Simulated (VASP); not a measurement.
Consider the following.

```xyz
2
Lattice="0.0000 3.1158 3.1158 3.1158 0.0000 3.1158 3.1158 3.1158 0.0000" Properties=species:S:1:pos:R:3 pbc="T T T"
Al     0.0000     0.0000     0.0000
Sb     1.5579     1.5579     1.5579
```

Calculation: PBE GGA, VASP's PBE PAW potentials (set 64) (plane waves; VASP 6.6.1). Run with 400 eV cut-off, 7×7×7 Γ-centred mesh, Gaussian smearing of 0.050 eV, potentials Al Sb.

Unless said otherwise, spin-orbit coupling is left out, though it shifts the bands of the heavy elements here.

Q: Estimate the energy per atom (σ→0), band gap (on the k-mesh) with the smallest direct gap where there is one.

A: 
| Quantity | Value |
|---|---|
| band gap (on the k-mesh) | 1.26 eV |
| smallest direct gap (on the k-mesh) | 1.26 eV |
| energy per atom (σ→0) | -4.105 eV/atom |

The compound is AlSb in the zinc blende structure. It was relaxed first. The start is the result of an earlier pass.
